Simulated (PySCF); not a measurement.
Spin-rotation constants: SMILES C1=CCC=C1, C₅H₆

Geometry:
```json
{"atom": "C1", "x (Å)": "-1.112", "y (Å)": "0.750", "z (Å)": "-0.189"}
{"atom": "C2", "x (Å)": "0.174", "y (Å)": "1.160", "z (Å)": "-0.141"}
{"atom": "C3", "x (Å)": "1.055", "y (Å)": "-0.022", "z (Å)": "0.109"}
{"atom": "C4", "x (Å)": "0.093", "y (Å)": "-1.164", "z (Å)": "0.197"}
{"atom": "C5", "x (Å)": "-1.162", "y (Å)": "-0.698", "z (Å)": "0.022"}
{"atom": "H6", "x (Å)": "-1.985", "y (Å)": "1.384", "z (Å)": "-0.356"}
{"atom": "H7", "x (Å)": "0.537", "y (Å)": "2.182", "z (Å)": "-0.262"}
{"atom": "H8", "x (Å)": "1.648", "y (Å)": "0.093", "z (Å)": "1.036"}
{"atom": "H9", "x (Å)": "1.796", "y (Å)": "-0.165", "z (Å)": "-0.699"}
{"atom": "H10", "x (Å)": "0.385", "y (Å)": "-2.199", "z (Å)": "0.376"}
{"atom": "H11", "x (Å)": "-2.077", "y (Å)": "-1.292", "z (Å)": "0.033"}
```

Theory: GIAO PBE0/Sadlej pVTZ magnetisability, rotational g tensor and spin-rotation constants, non-relativistic, gas phase (PySCF 2.14.0). Geometry: PBE0-D3(BJ)/def2-SVP.

(1) Give the nuclear spin-rotation constants along the inertial axes (H = +C I·J) beside the isotropic shieldings.

Answers

(1) Rotational constants 8.4669, 8.2677, 4.2941 GHz. A star marks the isotopologue with that one atom substituted, in its own axes.
| atom | isotope | Caa (kHz) | Cbb (kHz) | Ccc (kHz) | mean (kHz) | σ (ppm) |
| --- | --- | --- | --- | --- | --- | --- |
| H6 | 1H | -0.179 | 0.281 | -0.444 | -0.114 | 24.3 |
| H7 | 1H | 0.826 | -0.679 | -0.464 | -0.105 | 24.4 |
| H8 | 1H | -0.910 | -0.277 | -0.127 | -0.438 | 28.6 |
| H9 | 1H | -0.910 | -0.275 | -0.127 | -0.438 | 28.6 |
| H10 | 1H | 0.825 | -0.677 | -0.464 | -0.105 | 24.4 |
| H11 | 1H | -0.176 | 0.278 | -0.444 | -0.114 | 24.3 |
| C1 | 13C* | 3.985 | 2.594 | 0.611 | 2.396 | 57.8 |
| C2 | 13C* | 4.031 | 2.704 | 0.560 | 2.432 | 56.5 |
| C3 | 13C* | 1.424 | 1.423 | 0.667 | 1.171 | 152.4 |

For the geometry as given, no vibrational averaging.
